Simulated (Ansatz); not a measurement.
# ZnS: how well frozen cores do, part 2 of 2

The same cell of ZnS is computed with full-potential LAPW, frozen-core PAW and datasets made for this crystal, to set the results side by side.

Ansatz 0.2.0; DFT PBEsol; a database cell (COD). «Crystal datasets» are all-electron PAW datasets made for this crystal. Earlier steps stand in the parts before.

### Step 4. Datasets made for this crystal

input.yaml

```yaml
crystal:
  lattice:
    - [3.8109987816, 0.0, 0.0]
    - [-1.9054993908, 3.3004217586, 0.0]
    - [0.0, 0.0, 6.234]
  atoms:
    - { symbol: Zn, position: [0.3333333333, 0.6666666667, 0.0] }
    - { symbol: Zn, position: [0.6666666667, 0.3333333333, 0.5] }
    - { symbol: S, position: [0.3333333333, 0.6666666667, 0.385] }
    - { symbol: S, position: [0.6666666667, 0.3333333333, 0.885] }
kpoints:
  mp_grid: { grid: [8, 8, 5] }
  band_path:
    path:
      - [0.0, 0.0, 0.0]
      - [0.5, 0.0, 0.0]
      - [0.3333333333, 0.3333333333, 0.0]
      - [0.0, 0.0, 0.0]
      - [0.0, 0.0, 0.5]
      - [0.5, 0.0, 0.5]
      - [0.3333333333, 0.3333333333, 0.5]
      - [0.0, 0.0, 0.5]
      - [0.5, 0.0, 0.5]
    npoints: 8
scf:
  occupations: { method: fermi_dirac, width: 0.03 }
hamiltonian:
  xc: pbesol
  pseudopotentials: { kind: all_electron, datasets: crystal }
output:
  forces: true
  stress: true
  eigenvalues: true
  efg: { contact_densities: true }
```

On the command line:

```bash
$ ansatz run input.yaml --threads 1 --pin off --max-ram 6144MiB --backend cpu --events-out ev --progress --plain --runs-dir out
```

The program printed:

```text
hamiltonian.pseudopotentials.datasets: crystal makes datasets for this crystal and solves the spheres of its atoms anew in each pass: cutoff 300.0 eV, the density's 1200.0 eV; for an error of 0.50 meV an atom under PBE, 2.0 meV for the cell; an energy difference from a run of another recipe may be off by several times the error for the cell, under r2SCAN by more, where some 0.1 meV an atom stays at smaller errors; S in spheres of 1.048 Å, 6 of its electrons in bands; Zn in spheres of 1.259 Å, 12 of its electrons in bands, 8 on its site; only band paths and densities of states list, in semicore columns, the levels of the semicore shells that are solved separately: 3s of Zn, 3p of Zn
Engine: ansatz 0.2.0
Pseudopotentials: kind: all_electron
Pseudopotential: Zn, paw, valence charge 20, recommended cutoff 300 eV (normal), Koelling and Harmon's equation, gaussian nucleus
Pseudopotential: S, paw, valence charge 6, recommended cutoff 300 eV (normal), Koelling and Harmon's equation, gaussian nucleus
Functional definition: PBEsol
  exchange = pbesol_x
  correlation = pbesol_c
Crystal: 4 atoms, lattice volume = 78.411 Å³
Basis set: ecut = 300 eV, 941 PW (Γ), exchange–correlation on 48×48×72 points (8 copies of the dense FFT grid, shifted against one another)
Bands: 22, of which v1, the nominal top of the filled ones, is band 18 counted from 1 (17 counted from 0)
Symmetry: 12 space group operations
Space group: P63mc (ITA 186), of the structure as read, at distance tolerance 4.3e-5 Å
k-points: 30 of 320 (time reversal used)
Non-local potential: Zn, projectors of the file, l = 0: 1, l = 1: 1, l = 2: 2
Non-local potential: S, projectors of the file, l = 0: 1, l = 1: 1, l = 2: 2
PAW form: soft (Blöchl's): semilocal exchange-correlation on the pseudo side does not see the compensation charge
PAW one-centre angular grid: Zn, 590 points (default); XC on its mesh's 1895 points in the sphere
PAW one-centre angular grid: S, 110 points (default); XC on its mesh's 1899 points in the sphere
Initial density: superposition of atomic densities (neutral atoms: chi_scale 0, normalization atom)
Initial wavefunctions: pseudopotential atomic-orbital guess
Functional: x = pbesol(κ = 0.804, μ = 0.12345679012345678), c = pbesol(β = 0.046)
iter 1 solved again at ethr=6.61e-3 eV; its pass at ethr=1.00e-1 eV (dr2=2.38e0 eV) is discarded
SCF iter   1: F=—  HF=-119364.752161 eV  |F-HF|=—  |Δ(HF+E_count)|=         —  Δρ=4.24e-2  dr2=2.27e0  ethr=6.61e-3  ⟨swp⟩=2.6  Hψ=3371  notcnv=0
preconditioner: auto → Resta (q_TF=auto, 2.396 Å⁻¹)  ε∞=7.4  [insulator: Δε(μ)=2.297 eV  Ē_g=9.974 eV  σ=0.030 eV  W_gap=1.00  n_scr=22 (ndim 8)  ℏωp=25.2 eV  f_vac=0.008  D(μ)=0.00/eV (n_scr^D=0)  ε∞_Penn≈7.4]
SCF iter   2: F=—  HF=-119364.228430 eV  |F-HF|=—  |Δ(HF+E_count)|=   5.24e-1  Δρ=2.04e-2  dr2=3.95e-1  ethr=6.31e-3  ⟨swp⟩=3.1  Hψ=1531  notcnv=0  defer=1
SCF iter   3: F=—  HF=-119364.178595 eV  |F-HF|=—  |Δ(HF+E_count)|=   4.98e-2  Δρ=1.24e-2  dr2=1.22e-1  ethr=1.10e-3  ⟨swp⟩=3.4  Hψ=1860  notcnv=0  defer=5
iter 4 solved again at ethr=2.62e-5 eV; its pass at ethr=3.38e-4 eV (dr2=9.45e-3 eV) is discarded
SCF iter   4: F=—  HF=-119364.104749 eV  |F-HF|=—  |Δ(HF+E_count)|=   7.38e-2  Δρ=4.27e-3  dr2=9.45e-3  ethr=2.62e-5  ⟨swp⟩=2.2  Hψ=3400  notcnv=0  defer=2
SCF iter   5: F=—  HF=-119364.104500 eV  |F-HF|=—  |Δ(HF+E_count)|=   2.49e-4  Δρ=1.47e-3  dr2=1.54e-3  ethr=2.62e-5  ⟨swp⟩=2.1  Hψ=1320  notcnv=0  defer=1
SCF iter   6: F=—  HF=-119364.107055 eV  |F-HF|=—  |Δ(HF+E_count)|=   2.55e-3  Δρ=3.34e-4  dr2=1.25e-4  ethr=4.28e-6  ⟨swp⟩=3.0  Hψ=1536  notcnv=0  defer=1
SCF iter   7: F=—  HF=-119364.107113 eV  |F-HF|=—  |Δ(HF+E_count)|=   5.81e-5  Δρ=1.33e-4  dr2=2.36e-5  ethr=3.47e-7  ⟨swp⟩=3.0  Hψ=1346  notcnv=0  defer=1
SCF iter   8: F=—  HF=-119364.107143 eV  |F-HF|=—  |Δ(HF+E_count)|=   3.04e-5  Δρ=3.86e-5  dr2=1.14e-6  ethr=6.54e-8  ⟨swp⟩=3.0  Hψ=1506  notcnv=0  defer=1
SCF iter   9: F=—  HF=-119364.107145 eV  |F-HF|=—  |Δ(HF+E_count)|=   1.74e-6  Δρ=1.07e-5  dr2=1.14e-7  ethr=3.16e-9  ⟨swp⟩=3.1  Hψ=1538  notcnv=0  defer=2
SCF iter  10: F=-119364.107145 eV  HF=-119364.107145 eV  |F-HF|=1.21e-9  |Δ(HF+E_count)|=   4.69e-8  Δρ=2.88e-6  dr2=7.17e-9  ethr=3.16e-10  ⟨swp⟩=3.0  Hψ=1711  notcnv=0  defer=1
SCF 1 converged in 10 iterations: F = -119364.107143 eV  dr2 = 7.17e-9
  Residual-converged pass: ⟨swp⟩=3.0  Hψ=1387  notcnv=0  max |occ|·‖R‖ = 6.6e-6 eV (tolerance 6.7e-6 eV)  dr2=7.23e-9  dr2_onsite=9.24e-9  max |Δocc| = 5.9e-21
NSCF: frozen V_eff on 65 k-points
SCF converged after 10 iterations
Free energy (F): -119364.107143 eV
Harris-Foulkes:  -119364.107143 eV  (|F-HF|=1.21e-9)
Internal energy: -119364.107143 eV  (E = F + TS)
E sigma→0 (E₀):  -119364.107143 eV
Past the cutoff: the bands carry plane waves up to 1.75 times it, of which those up to 1.5 times it add -0.000174 eV an atom, each by itself; the spheres take 0.000230 eV an atom off the energy for waves past 1.75 times it
By the cutoff:   a pressure is off by up to 0.007 GPa (1.2 times the spheres' own share and the shells' term, over an atom's volume, and 0.004 GPa: a bound that held against runs at twice the plane waves)
Past the cutoffs: a stress includes 0.0018 GPa for waves and charges beyond them, in addition to the slope of what the spheres take
In the spheres:  the bands' charges fall short by 2.0e-6 e at most (sound up to 1e-3), those of shells solved beside the bands by 1.5e-8 e (sound up to 5e-4)
Fermi energy:    8.374145 eV
--- Per-component energies (eV) ---
  The terms above E_closure are by the made datasets' own strengths, without shells solved beside the bands.
--- Forces (eV/Å), atoms counted from 1 ---
  atom   1  Zn     0.00000000    -0.00000000     0.30620843
  atom   2  Zn    -0.00000000     0.00000000     0.30620843
  atom   3  S      0.00000000    -0.00000000    -0.30621037
  atom   4  S     -0.00000000     0.00000000    -0.30621037
  max |Σ_I F_I| component: 3.89e-6 eV/Å
--- Stress (GPa, compression-positive) ---
       -0.677233       0.000000       0.000000
       -0.000000      -0.677233       0.000000
       -0.000000      -0.000000      -2.498478
  P = ⅓ Tr σ = -1.2843 GPa (-12.843 kbar)
  It holds what live shells' own plane waves past their cutoff add
--- PAW observables at the nuclei: V_zz in 10²¹ V/m², potentials from the cell's mean, atoms counted from 1 ---
  atom   1  Zn V_zz =    +1.783263   η = 0.0000   by run symmetry: allowed
            electrostatic potential = -3939.823664 V   contact ρ = 166337.463098 e/Å³
  atom   2  Zn V_zz =    +1.783263   η = 0.0000   by run symmetry: allowed
            electrostatic potential = -3939.823664 V   contact ρ = 166337.463098 e/Å³
  atom   3  S  V_zz =    -0.582143   η = 0.0000   by run symmetry: allowed
            electrostatic potential = -1631.395775 V   contact ρ = 19715.979598 e/Å³
  atom   4  S  V_zz =    -0.582143   η = 0.0000   by run symmetry: allowed
            electrostatic potential = -1631.395775 V   contact ρ = 19715.979598 e/Å³
--- Band table (eV; the first three rows and the last of 30) ---
  k-point 0: bands = ["-5.9025", "-4.9618", "0.8976", "0.8976", "0.9612", "0.9612", "0.9718", "1.3775", "1.3775", "1.4588", "1.4588", "1.6148", "2.0755", "6.4342", "6.4342", "7.2910", "7.2910", "7.3036", "9.4165", "10.1815"]
  k-point 1: bands = ["-5.8253", "-5.0674", "0.9013", "0.9013", "0.9527", "0.9527", "0.9663", "1.2818", "1.3872", "1.3872", "1.4530", "1.4530", "2.7346", "6.5099", "6.5099", "6.5101", "7.2023", "7.2023", "10.0909", "10.2887"]
  k-point 2: bands = ["-5.6126", "-5.3250", "0.9133", "0.9133", "0.9329", "0.9329", "0.9709", "1.0471", "1.4106", "1.4106", "1.4358", "1.4358", "3.8578", "5.1753", "6.7137", "6.7137", "6.9776", "6.9776", "10.5670", "10.7183"]
  k-point 29: bands = ["-4.7231", "-4.6787", "1.0285", "1.0791", "1.0881", "1.1489", "1.2638", "1.2661", "1.3885", "1.3913", "1.6928", "1.7392", "2.4419", "2.5727", "4.0827", "4.5685", "5.8037", "6.0418", "11.6178", "11.9470"]
```

Wall time 13 s (1 thread of AMD EPYC 9R45 (Zen 5), shared host); peak memory 0.75 GiB.

Result: pressure -1.28 GPa; gap 2.11 eV, direct at Γ; largest force 0.306 eV/Å; Vzz Zn1 1.78 (η = 0.00), S3 -0.58 (η = 0.00) (10²¹ V/m²).

| atom | contact density (e/Å³) |
| --- | --- |
| Zn1 | 166337.5 |
| S3 | 19715.98 |

### Step 5. Comparison

Highest filled and lowest empty level at the labelled points (eV from each run's valence-band top):

| point | LAPW top | LAPW bottom | PAW top | PAW bottom | crystal datasets top | crystal datasets bottom |
| --- | --- | --- | --- | --- | --- | --- |
| Γ | 0.00 | 2.11 | 0.00 | 2.11 | 0.00 | 2.11 |
| M | -0.99 | 3.48 | -0.99 | 3.48 | -0.99 | 3.48 |
| K | -2.25 | 4.30 | -2.25 | 4.30 | -2.25 | 4.30 |
| Γ | 0.00 | 2.11 | 0.00 | 2.11 | 0.00 | 2.11 |
| A | -0.46 | 3.40 | -0.46 | 3.39 | -0.46 | 3.40 |
| L | -1.55 | 3.48 | -1.55 | 3.48 | -1.55 | 3.48 |
| H | -1.27 | 4.42 | -1.27 | 4.42 | -1.27 | 4.42 |
| A | -0.46 | 3.40 | -0.46 | 3.39 | -0.46 | 3.40 |
| L | -1.55 | 3.48 | -1.55 | 3.48 | -1.55 | 3.48 |

```
          method  pressure (GPa)  gap (eV)  largest force (eV/Å)  Vzz Zn1 (10²¹ V/m²)  Vzz S3 (10²¹ V/m²)  SCF cycles, all passes
            LAPW           -1.28      2.11                 0.306                    –                   –                       9
             PAW           -1.29      2.11                 0.306                 1.79               -0.59                       7
crystal datasets           -1.28      2.11                 0.306                 1.78               -0.58                      10
```

### Step 6. Outcome

This closing draws on all 2 parts.

```
           quantity                                               value
           pressure   LAPW -1.28, PAW -1.29, crystal datasets -1.28 GPa
         gap (LAPW)                                2.11 eV, direct at Γ
      largest force  LAPW 0.306, PAW 0.306, crystal datasets 0.306 eV/Å
Bader charges (PAW)                               Zn1 +0.86, S3 -0.86 e
  highest ELF (PAW)                                 0.89, 0.85 Å from S
```

The pressure of -1.3 GPa pushes the cell to shrink, with the atoms held in place. The gap is 2.11 eV, direct at Γ. It is the Kohn-Sham gap of a semilocal functional, which mostly lies below the gap found in experiment. A measured gap of ZnS is 3.911 eV (direct; 4 K; a printed reference work, monograph); the calculated 2.11 eV misses it by -46.0 %. Semilocal functionals fall short of gaps. The calculation has no temperature and no excitons. The top eV of the valence band is mostly S 3p (90 % of the projected weight). The projection holds only the free atom's occupied shells (Zn 4s, Zn 3d, S 3s, S 3p in this range). The field gradient at Zn1, the largest by crystal datasets, is 1.79 by PAW and 1.78 by crystal datasets (10²¹ V/m²), within 5 %. PAW lies less than 0.01 GPa from LAPW in pressure and less than 0.01 eV in the gap. The forces differ by at most 1 meV/Å in a component, on a largest force of 0.306 eV/Å.
